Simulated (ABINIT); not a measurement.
Runs of ABINIT 10.8.3 (patched build) on Si. The structure is cubic, space group Fd-3m (No. 227). Conventional cell: a = 5.444 Å, b = 5.444 Å, c = 5.444 Å, α = 90.00°, β = 90.00°, γ = 90.00°. Si (site symmetry -43m) has 4 Si at 2.36 Å as nearest neighbours. 

| task | level | potentials or basis | cutoff (eV) | fine-grid cutoff | gap on the mesh (eV) | pressure (GPa) | V0 of scaled cells (Å³/atom) | B0 (GPa) |
| --- | --- | --- | --- | --- | --- | --- | --- | --- |
| equation of state | rPW86PBE | PseudoDojo NC SR PBE v0.4.1 standard | 490 | - | - | - | 20.93 | 83 |
| band structure | revPBE | PseudoDojo NC SR PBE v0.4.1 standard | 490 | - | 0.68 | 1.7 | - | - |
| equation of state | PBE | JTH PAW PBE v2.0 | 408 | 816.342 eV | - | - | 20.44 | 89 |
| equation of state | LDA-PZ | JTH PAW LDA v2.0 | 408 | 816.342 eV | - | - | 19.71 | 97 |
| equation of state | LDA | JTH PAW LDA v2.0 | 571 | 1142.88 eV | - | - | 19.70 | 97 |
| band structure | PBE | PseudoDojo NC SR PBE v0.4 stringent | 490 | - | 0.62 | (b) | - | - |
| equation of state | RPBE | PseudoDojo NC SR PBE v0.4.1 standard | 490 | - | - | - | 20.59 | 86 |
| band structure | PBE | SPMS NC PBE v1.0 | 381 | - | 0.63 | 1.2 | - | - |
| band structure | OLYP | JTH PAW PBE v2.0 | 408 | 816.342 eV | 0.84 | (a) | - | - |
| equation of state | BP86 | PseudoDojo NC SR PBE v0.4.1 standard | 490 | - | - | - | 20.69 | 86 |
| equation of state | BLYP+D3(BJ) | JTH PAW PBE v2.0 | 408 | 816.342 eV | - | - | 19.86 | 86 |
| equation of state | PBE | Ansatz NC PBE | 490 | - | - | - | 20.46 | 88 |

Alike in all rows: no spin polarisation; cell as given; k mesh 8 × 8 × 8; smearing fermi-dirac 0.05 eV.

Problem. Estimate the missing entries.

Solution. (a) 1.1; (b) 1.3.

Caveats: pressures at fixed basis lie under the slope of the energies (some runs); the potentials were made for another functional, which shifts forces and pressure (some runs); the PAW data sets were made with another functional, which shifts forces and pressure a little (some runs).

A k mesh can miss the band edges.

Not every run made on this cell is shown here.
